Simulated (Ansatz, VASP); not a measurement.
## Two plane-wave programs on TiTe

File INCAR:

```
PREC = Accurate
ENCUT = 520
EDIFF = 1E-7
ISMEAR = -1
SIGMA = 0.05
LREAL = F
LASPH = T
NELM = 80
ALGO = Normal
ISIF = 2
LWAVE = F
LCHARG = F
GGA = PS
NBANDS = 26
```

KPOINTS

```
regular mesh
0
Gamma
  8 8 4
```

File POSCAR:

```
TiTe
1.0
    3.8162139882      0.0000000000      0.0000000000
   -1.9081069941      3.3049382600      0.0000000000
    0.0000000000      0.0000000000      6.3600255508
Te Ti
2 2
Direct
    0.6666666667      0.3333333333      0.7500000000
    0.3333333333      0.6666666667      0.2500000000
    0.0000000000      0.0000000000      0.5000000000
    0.0000000000      0.0000000000      0.0000000000
```

input.yaml

```yaml
crystal:
  lattice:
    - [3.8162139882, 0.0, 0.0]
    - [-1.9081069941, 3.30493826, 0.0]
    - [0.0, 0.0, 6.3600255508]
  atoms:
    - { symbol: Te, position: [0.6666666667, 0.3333333333, 0.75] }
    - { symbol: Te, position: [0.3333333333, 0.6666666667, 0.25] }
    - { symbol: Ti, position: [0.0, 0.0, 0.5] }
    - { symbol: Ti, position: [0.0, 0.0, 0.0] }
hamiltonian:
  xc: pbesol
  pseudopotentials: { kind: paw }
kpoints:
  mp_grid: { grid: [8, 8, 4] }
scf:
  occupations: { method: fermi_dirac, width: 0.05 }
output:
  forces: true
  stress: true
  eigenvalues: true
```

Change from the starting cell: volume scaled by 0.98.

Alike in both runs: task single point; functional PBEsol; k mesh 8 × 8 × 4; occupations fermi-dirac, width 0.05 eV; no spin polarisation.

|  | VASP | Ansatz |
| --- | --- | --- |
| version | VASP 6.6.1 | Ansatz 0.2.0 |
| potentials or method | VASP PAW PBE potentials, release 64 (Te, Ti_sv) | Ansatz PAW |
| plane-wave cutoff (eV) | 520 | 420 |
| valence electrons in the cell | 36 | 56 |

VASP gave:

```
gap on the k mesh at the Fermi level (eV)       : none
pressure (GPa)                                  : 5.9
largest component of the traceless stress (GPa) : 4.30
```

Estimate Ansatz's values.

gap on the k mesh at the Fermi level (eV): none; pressure (GPa): 5.7; largest component of the traceless stress (GPa): 4.29.

A gap of «none» marks a metal or a gap that the smearing closes. The two sets of potentials don't hold the same shells in valence.

Caveats: the PAW data sets were made with another functional, which shifts forces and pressure a little (VASP); the PAW data sets come from PBE, with cores solved anew for the run's functional, which leaves a small shift of forces and pressure (Ansatz). Spin-orbit coupling is left out, which matters for the levels of Te.
